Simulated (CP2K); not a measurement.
# CuO in CP2K: the effect of functional

Crystal: CuO.

```
Cu O
1.0
     2.99327    0.00000    0.00000
     1.49663    2.59225    0.00000
     1.49663    0.86408    4.88799
Cu O
2 2
Direct
  0.50389 0.47699 0.48801
  0.00389 0.97699 0.98801
  0.74611 0.77301 0.76199
  0.24611 0.27301 0.26199
```

The cell comes from a database or a generator and needn't be the stable form of this composition.

The cell isn't the ideal one: atoms moved 0.2 Å in one direction.

Alike in all runs:

```yaml
Program: CP2K 2026.2
Task: atomic charges
Potentials_or_basis: POTENTIAL_UZH Cu GTH-PBE-q11, O GTH-PBE-q6; TZVP-MOLOPT-PBE-GTH basis
Density_cutoff: 11565 eV
k_mesh: 10 × 10 × 6
Occupations: fermi-dirac, width 0.05 eV
Spin: no spin polarisation
```

**Question.** One run gave: pressure -12.1 GPa. Which functional did it use?
A. rev-vdW-DF2
B. LDA
C. HLE17
D. PBEsol
E. optB88-vdW

**Answer.** C.

```csv
functional,pressure (GPa)
LDA,-4.9
PBEsol,0.2
rev-vdW-DF2,6.1
optB88-vdW,8.6
OLYP,8.4
HLE17,-12.1
```

Caveats: the potentials were made for another functional, which shifts forces and pressure; the basis of atomic orbitals isn't converged, which shifts pressures, moduli and gaps; the run has no spin polarisation, though such a crystal can be magnetic; the potentials were made for a functional far from this one (some runs).

Runs at the PBE level aren't shown here.
